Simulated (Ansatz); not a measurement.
## BaZrO₃: the change of formation energy and pressure with volume per atom

Results calculated with Ansatz 0.2.0, not measured. Plane-wave density functional theory, PAW datasets, Gaussian smearing 0.05 eV: one cell in which all forces lie under 0.002 eV/angstrom; stress (xx yy zz yz xz xy) and pressure positive in compression; site moments are of spin alone; formation energy from the elements run alike, uncorrected.

Cell of the first row (space group Pm-3m, No. 221):
```
cell vectors (Å)
   4.1482     0.0000     0.0000
   0.0000     4.1482     0.0000
   0.0000     0.0000     4.1482
atoms (fractions of the cell vectors)
Ba  0.00000  0.00000  0.00000
Zr  0.50000  0.50000  0.50000
O   0.00000  0.50000  0.50000
O   0.50000  0.50000  0.00000
O   0.50000  0.00000  0.50000
```

Settings of every row: paw set soft_2; functional r2SCAN; spin treatment none; moment partition spheres; spin axis none; wave cutoff 500 eV; k mesh 6x6x6; SCF start atoms; lower state search light; symmetry use detected.

Atom first moment, atom hubbard u: 0 on all atoms.

Limits: no spin-orbit coupling, which can matter with elements this heavy.

```
row  volume per atom (Å³)  formation energy (eV per atom)  pressure (GPa)  energy above relaxed cell (meV per atom)
  1                14.276                         -3.5852            7.29                                     13.03
  2                14.574                               ?               ?                                         ?
  3                14.857                         -3.5983            0.16                                      0.01
  4                14.871                         -3.5983            0.00                                         0
  5                 15.12                         -3.5962           -2.62                                      2.06
  6                15.168                         -3.5954           -3.10                                      2.92
  7                15.466                          -3.587           -5.88                                      11.3
  8                15.912                         -3.5654           -9.53                                     32.89
```

Question: what formation energy and pressure should row 2 give?

Worked fit of formation energy. Take u = (V_r/V)^(2/3) − 1 with V_r = 15.12 Å³ an atom, which is twice the finite (Eulerian) strain; such expansions in the strain, on which the Birch-Murnaghan equation of state is built, carry the rest volume and the bulk modulus. The shown rows have u = 0.03903, 0.01177, 0.01113, 0, -0.00211, -0.01497, -0.03346. Least squares give formation energy = −3.59624 − 0.3701 × u + 16.595 × u² + 3.4 × u³ eV per atom; a parabola predicts inner rows, each left out in turn, worse (root mean square 4.9e-05 against 2.9e-05 eV per atom). All shown rows lie on it to the printed digit. The withheld row has u = 0.02482, so the fit gives −3.59624 − 0.3701 × (0.02482) + 16.595 × (0.02482)² + 3.4 × (0.02482)³ = -3.5952 eV per atom.

The calculation gave -3.5951 eV per atom. The fit lies 0.0001 eV per atom (0.3 % of the column's range) below it, one unit of the last digit.

Worked fit of pressure. Take u = (V_r/V)^(2/3) − 1 with V_r = 15.12 Å³ an atom, which is twice the finite (Eulerian) strain; such expansions in the strain, on which the Birch-Murnaghan equation of state is built, carry the rest volume and the bulk modulus. The shown rows have u = 0.03903, 0.01177, 0.01113, 0, -0.00211, -0.01497, -0.03346. Least squares give pressure = −2.618 + 228.32 × u + 653.5 × u² GPa; a straight line predicts inner rows, each left out in turn, worse (root mean square 0.28 against 0.0065 GPa). The rows lie off it by 0.00, 0.00, 0.00, 0.00, 0.00, 0.01, 0.00. The pressure vanishes at u = 0.0111, or V = 14.87 Å³ an atom, and there the bulk modulus at fixed shape and fractions is B = −V dP/dV = (2/3)(1 + u) dP/du = 164 GPa. The withheld row has u = 0.02482, so the fit gives −2.618 + 228.32 × (0.02482) + 653.5 × (0.02482)² = 3.45 GPa.

The calculation gave 3.45 GPa. The fit meets it to the printed digit.

The other values of row 2: energy above relaxed cell 3.14 meV per atom.
